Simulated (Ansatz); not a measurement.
The system is LiF (Griceite).

```
F Li
1.0
     0.00000    2.01400    2.01400
     2.01400    0.00000    2.01400
     2.01400    2.01400    0.00000
F Li
1 1
Direct
  0.50000 0.50000 0.50000
  0.00000 0.00000 0.00000
```

Base run:

```yaml
Program: Ansatz 0.2.0
Functional: RPBE
Potentials_or_basis: all-electron LAPW, scalar-relativistic
Cutoff: 289 eV (chosen from the basis error)
Basis_error_allowed: 0.001 eV/atom
k_mesh: 11 × 11 × 11
Occupations: gaussian, width 0.1 eV
Spin: no spin polarisation
```

Its results: band gap on the k mesh 9.31 eV, direct; pressure 6.5 GPa.

The run is repeated on the same cell with these changes: functional from RPBE to PBE; occupations from gaussian, width 0.1 eV to gaussian, width 0.05 eV. What comes out?

Band gap on the k mesh 9.07 eV, direct; pressure 2.0 GPa.

Caveats: an odd mesh through Γ misses points on the zone boundary, where band edges often lie.
